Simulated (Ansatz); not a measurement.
RbBr:

```
CELL_PARAMETERS angstrom
4.12608 0.00000 0.00000
0.00000 4.12608 0.00000
0.00000 0.00000 4.12608
ATOMIC_POSITIONS crystal
Rb 0.00000 0.00000 0.00000
Br 0.50000 0.50000 0.50000
```

The cell comes from a database or a generator and needn't be the stable form of this composition.

- Program: Ansatz 0.2.0
- Task: relaxation of cell and atoms
- Functional: LDA
- Potentials or basis: Ansatz PAW
- Cutoff: 420 eV (not typed: the program's choice for these potentials)
- k mesh: 7 × 7 × 7
- Occupations: fermi-dirac, width 0.05 eV
- Spin: no spin polarisation

At the start: volume 35.12 Å³/atom.

Task: How do energy, volume and symmetry change on relaxing?

Result: It ends after 6 steps and the volume is 31.22 Å³/atom (-11.1 %); space group Pm-3m (No. 221, to 0.05 Å).

Step by step:
| step | energy change (eV) | largest force (eV/Å) | volume (Å³) |
| --- | --- | --- | --- |
| 1 | 0.0000 | 0.0000 | 70.24 |
| 2 | -0.0361 | 0.0000 | 66.76 |
| 3 | -0.0533 | 0.0000 | 61.20 |
| 4 | -0.0549 | 0.0000 | 62.62 |
| 5 | -0.0549 | 0.0000 | 62.45 |
| 6 | -0.0542 | 0.0000 | 62.45 |

Final structure:
```yaml
crystal:
  lattice:
    - [3.96743, 0.00000, 0.00000]
    - [0.00000, 3.96743, 0.00000]
    - [0.00000, 0.00000, 3.96743]
  atoms:
    - { symbol: Rb, position: [0.00000, 0.00000, 0.00000] }
    - { symbol: Br, position: [0.50000, 0.50000, 0.50000] }
```

Caveat: the plane-wave basis is chosen anew once the cell has moved, so the energies of steps on either side of that aren't comparable; the PAW data sets come from PBE, with cores solved anew for the run's functional, which leaves a small shift of forces and pressure.
